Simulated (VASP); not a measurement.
A run of VASP 6.6.1:

File INCAR:

```
SYSTEM = Si
  ALGO = Normal
  EDIFF = 1E-6
  ENCUT = 520
  GGA = PE
  ISIF = 2
  ISMEAR = 0
  LASPH = .True.
  LCHARG = .False.
  LREAL = .False.
  LWAVE = .False.
  NELM = 80
  PREC = Accurate
  SIGMA = 0.012
```

KPOINTS

```
k-points
0
Gamma
  8 8 8
  0 0 0
```

The input POSCAR:

```
Si
1.0
    0.0000000000      2.7218511865      2.7218511865
    2.7218511865      0.0000000000      2.7218511865
    2.7218511865      2.7218511865      0.0000000000
Si
2
Direct
    0.5000000000      0.5000000000      0.5000000000
    0.7500000000      0.7500000000      0.7500000000
```

Potentials or basis: VASP PAW PBE potentials, release 64 (Si).

Command:

```sh
$ cat potpaw_PBE.64/Si/POTCAR > POTCAR
$ mpirun -np 1 vasp_std > vasp.out
```

Hardware: 1 thread of Intel(R) Xeon(R) Platinum 8488C (Sapphire Rapids) (shared host).

**Question.** How long does it take, and how much memory?

**Answer.** Wall time 13 s on 1 thread of Intel(R) Xeon(R) Platinum 8488C (Sapphire Rapids), with other jobs on the host, peak memory 0.15 GiB. Counts: scf iterations 11, k points 29.
